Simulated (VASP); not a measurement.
GaP in VASP 6.6.1, single-point calculation

INCAR

```
IBRION = -1
ENCUT = 520
EDIFF = 1E-7
LCHARG = .FALSE.
NELM = 87
LREAL = .FALSE.
PREC = Accurate
LWAVE = .FALSE.
ISIF = 2
NBANDS = 16
LASPH = .TRUE.
METAGGA = R2SCAN
NSW = 0
ALGO = Conjugate
ISMEAR = 2
SIGMA = 0.1
```

KPOINTS

```
KPOINTS created by Atomic Simulation Environment
0
Gamma
4 4 4
0 0 0
```

POSCAR

```
Ga P
 1.0000000000000000
    -0.0000000000000000    2.7253992946765000    2.7253992946765000
     2.7253992946765000    0.0000000000000000    2.7253992946765000
     2.7253992946765000    2.7253992946765000    0.0000000000000000
 Ga  P
   1   1
Cartesian
  0.0000000000000000 -0.0000000000000000 -0.0000000000000000
  1.3626996473382502  1.3626996473382502  1.3626996473382502
```

The recommended PBE PAW datasets give the neutral cell 18 valence electrons.

Command

```
mpirun -np 1 vasp_std
```

OSZICAR

```
N       E                     dE             d eps       ncg     rms           ort
DAV:   1     0.601554302283E+02    0.60155E+02   -0.93865E+03   128   0.191E+03
DAV:   2    -0.179652608812E+02   -0.78121E+02   -0.74829E+02   128   0.303E+02
DAV:   3    -0.235428798683E+02   -0.55776E+01   -0.55609E+01   128   0.644E+01
DAV:   4    -0.236201559154E+02   -0.77276E-01   -0.77262E-01   128   0.793E+00
DAV:   5    -0.236215016428E+02   -0.13457E-02   -0.13456E-02   128   0.815E-01
SDA:   6    -0.210493207854E+02    0.25722E+01   -0.13456E-02   128   0.119E+01   0.000E+00
CGA:   7    -0.212640339348E+02   -0.21471E+00   -0.21497E+00   128   0.226E+00   0.696E-02
CGA:   8    -0.213190754536E+02   -0.55042E-01   -0.55103E-01   128   0.368E-01  -0.146E-02
CGA:   9    -0.213276740375E+02   -0.85986E-02   -0.85693E-02   128   0.977E-02   0.896E-03
CGA:  10    -0.213311795385E+02   -0.35055E-02   -0.35355E-02   128   0.178E-02  -0.207E-03
CGA:  11    -0.213317033606E+02   -0.52382E-03   -0.53711E-03   128   0.709E-03  -0.153E-03
CGA:  12    -0.213318647547E+02   -0.16139E-03   -0.16014E-03   128   0.903E-04   0.695E-04
CGA:  13    -0.213318890165E+02   -0.24262E-04   -0.24036E-04   128   0.323E-04   0.196E-04
CGA:  14    -0.213319029445E+02   -0.13928E-04   -0.14969E-04   128   0.100E-04  -0.703E-05
SDA:  15    -0.213319039017E+02   -0.95711E-06   -0.53405E-05   128   0.198E-04  -0.101E-04
CGA:  16    -0.213319066887E+02   -0.27870E-05   -0.31529E-05   128   0.368E-05   0.277E-05
SDA:  17    -0.213319070683E+02   -0.37969E-06   -0.60999E-06   128   0.119E-05   0.175E-05
SDA:  18    -0.213319074000E+02   -0.33161E-06   -0.32658E-06   128   0.494E-06   0.436E-06
SDA:  19    -0.213319077800E+02   -0.38002E-06   -0.37096E-06   128   0.819E-06  -0.215E-06
SDA:  20    -0.213319078046E+02   -0.24577E-07   -0.81858E-07   128   0.124E-06   0.302E-06
   1 F= -.21331908E+02 E0= -.21331972E+02  d E =0.258099E-03
```

From OUTCAR

```
k-points           NKPTS =      8   k-points in BZ     NKDIM =      8   number of bands    NBANDS=     16

   NELECT =      18.0000    total number of electrons

   dimension x,y,z NGX =    30 NGY =   30 NGZ =   30
   dimension x,y,z NGXF=    60 NGYF=   60 NGZF=   60

  energy-cutoff  :      520.00
  volume of cell :       40.49
      direct lattice vectors                 reciprocal lattice vectors
     0.000000000  2.725399295  2.725399295    -0.183459356  0.183459356  0.183459356
     2.725399295  0.000000000  2.725399295     0.183459356 -0.183459356  0.183459356
     2.725399295  2.725399295  0.000000000     0.183459356  0.183459356 -0.183459356

 k-points in reciprocal lattice and weights: KPOINTS created by Atomic Simulation Env
   0.00000000  0.00000000  0.00000000       0.016
   0.25000000  0.00000000  0.00000000       0.125
   0.50000000  0.00000000  0.00000000       0.062
   0.25000000  0.25000000  0.00000000       0.094
   0.50000000  0.25000000  0.00000000       0.375
  -0.25000000  0.25000000  0.00000000       0.188
   0.50000000  0.50000000  0.00000000       0.047
  -0.25000000  0.50000000  0.25000000       0.094

 E-fermi :   4.5648

 k-point     1 :       0.0000    0.0000    0.0000
  band No.  band energies     occupation
      1     -10.5318      2.00000
      2     -10.5318      2.00000
      3     -10.5317      2.00000
      4     -10.4189      2.00000
      5     -10.4189      2.00000
      6      -8.5226      2.00000
      7       4.5005      2.00010
      8       4.5005      1.99995
      9       4.5005      1.99995
     10       6.8375      0.00000
     11       8.6690      0.00000
     12       8.6691      0.00000
     13       8.6691      0.00000
     14      13.9213      0.00000
     15      14.7510      0.00000
     16      14.7510      0.00000

 k-point     2 :       0.2500    0.0000    0.0000
  band No.  band energies     occupation
      1     -10.5813      2.00000
      2     -10.5159      2.00000
      3     -10.5159      2.00000
      4     -10.4176      2.00000
      5     -10.4176      2.00000
      6      -7.7069      2.00000
      7       0.5261      2.00000
      8       3.8075      2.00000
      9       3.8075      2.00000
     10       7.0266      0.00000
     11       9.5679      0.00000
     12       9.5680      0.00000
     13      11.3746      0.00000
     14      13.9475      0.00000
     15      13.9475      0.00000
     16      15.0210      0.00000

 k-point     3 :       0.5000    0.0000    0.0000
  band No.  band energies     occupation
      1     -10.6224      2.00000
      2     -10.5045      2.00000
      3     -10.5045      2.00000
      4     -10.4115      2.00000
      5     -10.4115      2.00000
      6      -6.3581      2.00000
      7      -2.3588      2.00000
      8       3.3280      2.00000
      9       3.3281      2.00000
     10       6.5238      0.00000
     11       9.5343      0.00000
     12       9.5343      0.00000
     13      13.3013      0.00000
     14      16.1275      0.00000
     15      16.8104      0.00000
     16      16.8104      0.00000

 ...

  Total        0.0989907      0.0989907      0.0989907      0.0000000      0.0000000      0.0000000
  in kB        3.9172808      3.9172808      3.9172808      0.0000000      0.0000000      0.0000000
  external PRESSURE =       3.9172808 kB  Pullay stress =       0.0000000 kB

 POSITION                                       TOTAL-FORCE (eV/Angst)
 -----------------------------------------------------------------------------------
      0.00000      0.00000      0.00000        -0.000000     -0.000000     -0.000000
      1.36270      1.36270      1.36270         0.000000      0.000000      0.000000
 -----------------------------------------------------------------------------------
    total drift:                                0.000010      0.000010      0.000010

  FREE ENERGIE OF THE ION-ELECTRON SYSTEM (eV)
  ---------------------------------------------------
  free  energy   TOTEN  =       -21.3319078046 eV

  energy  without entropy=      -21.3321659032  energy(sigma->0) =      -21.33197233
```

It converged. Results: gap between bands v and c on the k mesh 1.88 eV; least direct gap on the k mesh 2.34 eV; pressure 0.4 GPa. Band v is the last that the valence electrons fill when counted band by band, and c is the next.

These settings aren't sound, so the numbers aren't properties of the crystal.

On sound settings r²SCAN gives a gap of 1.90 eV on its mesh and a pressure of 0.0 GPa for the intended cell.

The run took about 55 s on one core of a shared host (Intel Xeon Platinum 8488C) and held 0.17 GiB at most.
